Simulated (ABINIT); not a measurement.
ZrC in ABINIT: convergence with pawecutdg

Input of the first run (pawecutdg 19 Ha); the others differ in this setting and in those tied to it:

File run.abi:

```
# Pseudopotentials
pp_dirpath "./"
pseudos "Zr.GGA_PBE-JTH.xml, C.GGA_PBE-JTH.xml"

# Structure
acell 3.344615075 3.344615075 3.344615075 Angstrom
rprim
     0.0000000000     0.7071067812     0.7071067812
     0.7071067812     0.0000000000     0.7071067812
     0.7071067812     0.7071067812     0.0000000000
ntypat 2
znucl 40 6
natom 2
typat 1 2
xred
     0.4901410000     0.4959120000     0.5064160000
    -0.0109390000    -0.0047220000     0.0215780000
chkprim 0
chksymtnons 0
tolsym 1.0e-6

# Plane-wave basis
ecut 19.0
pawecutdg 19.0
pawxcdev 0

# k points
kptopt 1
ngkpt 8 8 8
nshiftk 1
shiftk 0.0 0.0 0.0

# Exchange and correlation
ixc 11

# Bands and occupations
nband 12
occopt 3
tsmear 0.00183747

# SCF cycle
nstep 100
tolvrs 1.0e-9

# Output
iomode 3
prtwf 0
prtden 0
prteig 0
prtebands 0
enunit 2
```

Potentials or basis: JTH PAW PBE v2.0.

Run with:

```console
$ abinit run.abi > log 2>&1
```

The cell isn't the ideal one: atoms moved at random, drawn with an rms of 0.05 Å.

Hardware: 1 thread of Arm Neoverse V2, on a shared host.

Task: The values tried are 19 Ha, 22.8, 28.5, 34.2, 41.8, 51.3, 62.7, loosest first. From which on does the energy stay within 1 meV/atom of the tightest run that finished?

Result: From 51.3 on.

```
pawecutdg  energy less the tightest run, at zero smearing (meV/atom)  pressure (GPa)  largest force (eV/Å)  SCF cycles  CPU time (s)  peak memory (GiB)
    19 Ha                                                      -7.68           -2.92                 0.320          10            54               0.17
     22.8                                                      -6.52           -2.45                 0.318          10            54               0.16
     28.5                                                       1.78           -2.73                 0.320          10            55               0.17
     34.2                                                       1.13           -3.02                 0.319          10            56               0.17
     41.8                                                      -1.34           -2.86                 0.319          10            55               0.18
     51.3                                                       0.35           -2.85                 0.321          10            56               0.19
     62.7                                                       0.00           -2.94                 0.319          10            56                0.2
```

Against the tightest run, the pressure stays within 0.1 GPa from 34.2 on; the largest force stays within 0.005 eV/Å from 19 Ha on. The tightest run that finished is the yardstick and may itself not be fully converged.
